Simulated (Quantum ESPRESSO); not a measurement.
The system is Ir.

```xyz
2
Lattice="2.7514 0.0000 0.0000 -1.3757 2.3828 0.0000 0.0000 0.0000 4.4623" Properties=species:S:1:pos:R:3 pbc="T T T"
Ir    0.0000    1.5885    1.1156
Ir    1.3757    0.7943    3.3467
```

This isn't the form of Ir at room conditions, which is fcc.

```yaml
Program: Quantum ESPRESSO 7.5
Task: relaxation of cell and atoms
Functional: PBEsol
Dispersion: rVV10
Potentials_or_basis: GBRV 1.5 PBEsol
Cutoff: 612 eV
Density_cutoff: 4898 eV
k_mesh: 11 × 11 × 6
Occupations: fermi-dirac, width 0.05 eV
Spin: no spin polarisation
```

At the start: pressure -19.1 GPa; volume 14.63 Å³/atom.

**Question.** Where does the relaxation end?

**Answer.** Over 4 steps the energy falls by 47.2 meV/atom and the volume is 13.87 Å³/atom (-5.2 %); space group P6_3/mmc (No. 194, to 0.05 Å).

The path:
```csv
step,energy change (eV),largest force (eV/Å),pressure (GPa),volume (Å³)
1,0.0000,0.0000,-19.13,29.25
2,-0.0860,0.0000,-6.27,28.18
3,-0.0944,0.0000,0.56,27.70
4,-0.0945,0.0000,-0.01,27.74
```

Final structure:
```yaml
crystal:
  lattice:
    - [2.70325, 0.00000, 0.00000]
    - [-1.35163, 2.34108, 0.00000]
    - [0.00000, 0.00000, 4.38261]
  atoms:
    - { symbol: Ir, position: [0.33333, 0.66667, 0.25000] }
    - { symbol: Ir, position: [0.66667, 0.33333, 0.75000] }
```

Caveat: rVV10's parameter b was fitted to another functional.
